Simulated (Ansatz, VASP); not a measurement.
**TaN: VASP beside Ansatz**

INCAR

```
SYSTEM = TaN
PREC = Accurate
ENCUT = 900
EDIFF = 1E-6
ISMEAR = -1
SIGMA = 0.05
LREAL = .False.
LASPH = .True.
NELM = 100
ALGO = Normal
ISIF = 3
LWAVE = .False.
LCHARG = .False.
GGA = PE
IBRION = 2
NSW = 60
EDIFFG = -0.01
```

Contents of KPOINTS:

```
regular mesh
0
Gamma
  10 10 9
  0 0 0
```

The input POSCAR:

```
TaN
1.0
    2.9380011100      0.0000000000      0.0000000000
   -1.4690005500      2.5443836000      0.0000000000
    0.0000000000      0.0000000000      2.8830022100
Ta N
1 1
Direct
    0.3333333333      0.6666666667      0.5000000000
    0.0000000000      0.0000000000      0.0000000000
```

input.yaml

```yaml
crystal:
  lattice:
    - [2.93800111, 0.0, 0.0]
    - [-1.46900055, 2.5443836, 0.0]
    - [0.0, 0.0, 2.88300221]
  atoms:
    - { symbol: Ta, position: [0.3333333333, 0.6666666667, 0.5] }
    - { symbol: "N", position: [0.0, 0.0, 0.0] }
hamiltonian:
  xc: pbe
  pseudopotentials: { kind: paw }
kpoints:
  mp_grid: { grid: [10, 10, 9] }
scf:
  occupations: { method: fermi_dirac, width: 0.05 }
output:
  forces: true
  stress: true
  eigenvalues: true
relax:
  f_tol: 0.01
  max_steps: 40
  cell: { stress_tol: 0.05 }
```

Alike in both runs: task relaxation of cell and atoms; functional PBE; k mesh 10 × 10 × 9; occupations fermi-dirac, width 0.05 eV; no spin polarisation.

|  | VASP | Ansatz |
| --- | --- | --- |
| version | VASP 6.6.1 | Ansatz 0.2.0 |
| potentials or method | VASP PAW PBE potentials, release 54 (Ta, N) | Ansatz PAW |
| plane-wave cutoff (eV) | 900 | 420 |
| valence electrons in the cell | 10 | 18 |

|  | VASP | Ansatz | Ansatz less VASP |
| --- | --- | --- | --- |
| gap on the k mesh at the Fermi level, each at its own relaxed structure (eV) | none | none | - |
| relaxed volume (Å³/atom) | 10.90 | 10.92 | +0.025 |
| relaxed cell length with the largest relative difference (Å) | 2.948 | 2.950 | +0.0026 |
| energy change over the relaxation (meV/atom) | -2 | -2 | -0.6 |

A gap of «none» marks a metal or a gap that the smearing closes. The two sets of potentials don't hold the same shells in valence.

Caveats: the plane-wave basis is chosen anew once the cell has moved, so the energies of steps on either side of that aren't comparable (Ansatz); the pressure holds a Pulay correction of +0.5 GPa for the finite cutoff (Ansatz). Spin-orbit coupling is left out, which matters for the levels of Ta. PBE usually gives volumes a little too large and moduli too small. Zero-point motion and thermal expansion aren't in these numbers.
